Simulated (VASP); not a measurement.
# Si2Ni (Fm-3m) in VASP: notebook, part 2 of 2

VASP 6.6.1. The steps go on from the part before.

## 7. Equation of state, PBE, collinear spin, ferromagnetic start, 13.96 Å³/atom (volume scaled by 1.06)

Contents of INCAR:

```
SYSTEM = Si2Ni
PREC     = Accurate       ! precision mode
ENCUT    = 520            ! plane-wave cutoff, eV
EDIFF    = 1E-7           ! SCF threshold, eV
ISMEAR   = -1             ! smearing method
SIGMA    = 0.05           ! smearing width, eV
LREAL    = .False.        ! projectors in reciprocal space
LASPH    = .True.         ! aspherical terms in the spheres
NELM     = 100            ! most SCF steps
ALGO     = Normal         ! electronic algorithm
ISIF     = 2              ! what is computed and relaxed
LWAVE    = .False.        ! write WAVECAR
LCHARG   = .False.        ! write CHGCAR
ISPIN    = 2              ! spin polarisation
MAGMOM   = 1 0 0          ! initial moments
LORBIT   = 11             ! projections on sites
LMAXMIX  = 4              ! l up to which the mixer works
GGA      = PE             ! functional
NBANDS   = 20             ! bands
```

Contents of KPOINTS:

```
regular mesh
0
Gamma
  9 9 9
  0 0 0
```

Contents of POSCAR:

```
Si2Ni
1.0
    0.0000000000      2.7560134590      2.7560134590
    2.7560134590      0.0000000000      2.7560134590
    2.7560134590      2.7560134590      0.0000000000
Ni Si
1 2
Direct
    0.0000000000      0.0000000000      0.0000000000
    0.7500000000      0.7500000000      0.7500000000
    0.2500000000      0.2500000000      0.2500000000
```

Command:

```console
cat potpaw_PBE.64/Ni/POTCAR potpaw_PBE.64/Si/POTCAR > POTCAR
mpirun -np 1 vasp_std > vasp.out
```

It took 37 s on 1 thread of Intel Xeon 6975P-C (Granite Rapids), shared host; peak memory 0.19 GiB.

It converged, with:

| Property | Result |
| --- | --- |
| Free energy | -17.3563 eV |
| Pressure | -4.6 GPa |
| Band gap on the k mesh | none (metal or under the smearing width) |
| Net moment | 0.00 μB per cell |
| Valence electrons inside the program's atomic spheres | Ni 9.66; Si 1.56 |

## 8. Equation of state, PBE, collinear spin, ferromagnetic start

Potentials or basis: VASP PAW PBE potentials, release 64 (Ni, Si).

This step only gathers the single runs of the series.

What came out:

```
Equilibrium volume                      : 13.50 Å³/atom
Bulk modulus                            : 144 GPa
Pressure derivative of the bulk modulus : 3.7
```

Energy against volume, from the lowest point:
```tsv
volume (Å³/atom)	energy (meV/atom)
12.376	48.20
12.639	27.30
12.902	12.65
13.166	3.72
13.429	0.00
13.692	1.03
13.956	6.37
```

## 9. Equation of state, PBEsol, collinear spin, ferromagnetic start, 12.38 Å³/atom (volume scaled by 0.94)

Contents of INCAR:

```
SYSTEM = Si2Ni
PREC     = Accurate       ! precision mode
ENCUT    = 520            ! plane-wave cutoff, eV
EDIFF    = 1E-7           ! SCF threshold, eV
ISMEAR   = -1             ! smearing method
SIGMA    = 0.05           ! smearing width, eV
LREAL    = .FALSE.        ! projectors in reciprocal space
LASPH    = .TRUE.         ! aspherical terms in the spheres
NELM     = 120            ! most SCF steps
ALGO     = Normal         ! electronic algorithm
ISIF     = 2              ! what is computed and relaxed
LWAVE    = .FALSE.        ! write WAVECAR
LCHARG   = .FALSE.        ! write CHGCAR
ISPIN    = 2              ! spin polarisation
MAGMOM   = 1 0 0          ! initial moments
LORBIT   = 11             ! projections on sites
LMAXMIX  = 4              ! l up to which the mixer works
GGA      = PS             ! functional
NBANDS   = 20             ! bands
```

Contents of KPOINTS:

```
Automatic mesh
0
G
  9 9 9
  0 0 0
```

Contents of POSCAR:

```
Si2Ni
1.0
    0.0000000000      2.6478212519      2.6478212519
    2.6478212519      0.0000000000      2.6478212519
    2.6478212519      2.6478212519      0.0000000000
Ni Si
1 2
Direct
    0.0000000000      0.0000000000      0.0000000000
    0.7500000000      0.7500000000      0.7500000000
    0.2500000000      0.2500000000      0.2500000000
```

Potentials or basis: VASP PAW PBE potentials, release 64 (Ni, Si).

Command:

```console
cat potpaw_PBE.64/Ni/POTCAR potpaw_PBE.64/Si/POTCAR > POTCAR
mpirun -np 1 vasp_std > vasp.out
```

It took 27 s on 1 thread of Intel Xeon 6975P-C (Granite Rapids), shared host; peak memory 0.19 GiB.

The run converged. Its results:

```yaml
Free_energy: -18.9207 eV
Pressure: 9.8 GPa
Band_gap_on_the_k_mesh: none (metal or under the smearing width)
Net_moment: 0.00 μB per cell
Valence_electrons_inside_the_program's_atomic_spheres: Ni 10.00; Si 1.62
```

Caveat: the PAW data sets were made with another functional, which shifts forces and pressure a little.

## 10. Equation of state, PBEsol, collinear spin, ferromagnetic start, 12.64 Å³/atom (volume scaled by 0.96)

INCAR is that of step 9.

KPOINTS is that of step 9.

Contents of POSCAR:

```
Si2Ni
1.0
    0.0000000000      2.6664684948      2.6664684948
    2.6664684948      0.0000000000      2.6664684948
    2.6664684948      2.6664684948      0.0000000000
Ni Si
1 2
Direct
    0.0000000000      0.0000000000      0.0000000000
    0.7500000000      0.7500000000      0.7500000000
    0.2500000000      0.2500000000      0.2500000000
```

Command:

```console
cat potpaw_PBE.64/Ni/POTCAR potpaw_PBE.64/Si/POTCAR > POTCAR
mpirun -np 1 vasp_std > vasp.out
```

It took 26 s on 1 thread of Intel Xeon 6975P-C (Granite Rapids), shared host; peak memory 0.19 GiB.

It converged, with:

```yaml
Free_energy: -18.9594 eV
Pressure: 5.9 GPa
Band_gap_on_the_k_mesh: none (metal or under the smearing width)
Net_moment: 0.00 μB per cell
Valence_electrons_inside_the_program's_atomic_spheres: Ni 9.94; Si 1.61
```

Caveat: the PAW data sets were made with another functional, which shifts forces and pressure a little.

## 11. Equation of state, PBEsol, collinear spin, ferromagnetic start, 12.90 Å³/atom (volume scaled by 0.98)

INCAR is that of step 10.

KPOINTS is that of step 10.

Contents of POSCAR:

```
Si2Ni
1.0
    0.0000000000      2.6848585138      2.6848585138
    2.6848585138      0.0000000000      2.6848585138
    2.6848585138      2.6848585138      0.0000000000
Ni Si
1 2
Direct
    0.0000000000      0.0000000000      0.0000000000
    0.7500000000      0.7500000000      0.7500000000
    0.2500000000      0.2500000000      0.2500000000
```

Command:

```console
cat potpaw_PBE.64/Ni/POTCAR potpaw_PBE.64/Si/POTCAR > POTCAR
mpirun -np 1 vasp_std > vasp.out
```

Wall time 25 s (1 thread of Intel Xeon 6975P-C (Granite Rapids), shared host); peak memory 0.19 GiB.

Results (log left out):

- Free energy: -18.9800 eV
- Pressure: 2.4 GPa
- Band gap on the k mesh: none (metal or under the smearing width)
- Net moment: 0.00 μB per cell
- Valence electrons inside the program's atomic spheres: Ni 9.88; Si 1.60

Caveat: the PAW data sets were made with another functional, which shifts forces and pressure a little.

## 12. Equation of state, PBEsol, collinear spin, ferromagnetic start, 13.43 Å³/atom (volume scaled by 1.02)

INCAR is that of step 11.

KPOINTS is that of step 11.

Contents of POSCAR:

```
Si2Ni
1.0
    0.0000000000      2.7209011839      2.7209011839
    2.7209011839      0.0000000000      2.7209011839
    2.7209011839      2.7209011839      0.0000000000
Ni Si
1 2
Direct
    0.0000000000      0.0000000000      0.0000000000
    0.7500000000      0.7500000000      0.7500000000
    0.2500000000      0.2500000000      0.2500000000
```

Potentials or basis: VASP PAW PBE potentials, release 64 (Ni, Si).

Command:

```console
cat potpaw_PBE.64/Ni/POTCAR potpaw_PBE.64/Si/POTCAR > POTCAR
mpirun -np 1 vasp_std > vasp.out
```

It took 36 s on 1 thread of Intel Xeon 6975P-C (Granite Rapids), shared host; peak memory 0.2 GiB.

The run converged. Its results:

| Property | Result |
| --- | --- |
| Free energy | -18.9731 eV |
| Pressure | -3.7 GPa |
| Band gap on the k mesh | none (metal or under the smearing width) |
| Net moment | 0.00 μB per cell |
| Valence electrons inside the program's atomic spheres | Ni 9.78; Si 1.57 |

Caveat: the PAW data sets were made with another functional, which shifts forces and pressure a little.

## 13. Equation of state, PBEsol, collinear spin, ferromagnetic start, 13.69 Å³/atom (volume scaled by 1.04)

INCAR is that of step 12.

KPOINTS is that of step 12.

Contents of POSCAR:

```
Si2Ni
1.0
    0.0000000000      2.7385698685      2.7385698685
    2.7385698685      0.0000000000      2.7385698685
    2.7385698685      2.7385698685      0.0000000000
Ni Si
1 2
Direct
    0.0000000000      0.0000000000      0.0000000000
    0.7500000000      0.7500000000      0.7500000000
    0.2500000000      0.2500000000      0.2500000000
```

Command:

```console
cat potpaw_PBE.64/Ni/POTCAR potpaw_PBE.64/Si/POTCAR > POTCAR
mpirun -np 1 vasp_std > vasp.out
```

Wall time 36 s (1 thread of Intel Xeon 6975P-C (Granite Rapids), shared host); peak memory 0.2 GiB.

It converged, with:

| Property | Result |
| --- | --- |
| Free energy | -18.9486 eV |
| Pressure | -6.3 GPa |
| Band gap on the k mesh | none (metal or under the smearing width) |
| Net moment | 0.00 μB per cell |
| Valence electrons inside the program's atomic spheres | Ni 9.73; Si 1.56 |

Caveat: the PAW data sets were made with another functional, which shifts forces and pressure a little.

## 14. Equation of state, PBEsol, collinear spin, ferromagnetic start, 13.96 Å³/atom (volume scaled by 1.06)

INCAR is that of step 13.

KPOINTS is that of step 13.

Contents of POSCAR:

```
Si2Ni
1.0
    0.0000000000      2.7560134590      2.7560134590
    2.7560134590      0.0000000000      2.7560134590
    2.7560134590      2.7560134590      0.0000000000
Ni Si
1 2
Direct
    0.0000000000      0.0000000000      0.0000000000
    0.7500000000      0.7500000000      0.7500000000
    0.2500000000      0.2500000000      0.2500000000
```

Command:

```console
cat potpaw_PBE.64/Ni/POTCAR potpaw_PBE.64/Si/POTCAR > POTCAR
mpirun -np 1 vasp_std > vasp.out
```

Wall time 36 s (1 thread of Intel Xeon 6975P-C (Granite Rapids), shared host); peak memory 0.21 GiB.

Results (log left out):

```
Free energy                                           : -18.9116 eV
Pressure                                              : -8.7 GPa
Band gap on the k mesh                                : none (metal or under the smearing width)
Net moment                                            : 0.00 μB per cell
Valence electrons inside the program's atomic spheres : Ni 9.68; Si 1.55
```

Caveat: the PAW data sets were made with another functional, which shifts forces and pressure a little.

## 15. Equation of state, PBEsol, collinear spin, ferromagnetic start

Potentials or basis: VASP PAW PBE potentials, release 64 (Ni, Si).

This step only gathers the single runs of the series.

What came out:

```
Equilibrium volume                      : 13.10 Å³/atom
Bulk modulus                            : 155 GPa
Pressure derivative of the bulk modulus : 3.7
```

Energy against volume, from the lowest point:
| volume (Å³/atom) | energy (meV/atom) |
| --- | --- |
| 12.376 | 21.11 |
| 12.639 | 8.23 |
| 12.902 | 1.37 |
| 13.166 | 0.00 |
| 13.429 | 3.64 |
| 13.692 | 11.82 |
| 13.956 | 24.14 |

Caveat: the PAW data sets were made with another functional, which shifts forces and pressure a little.
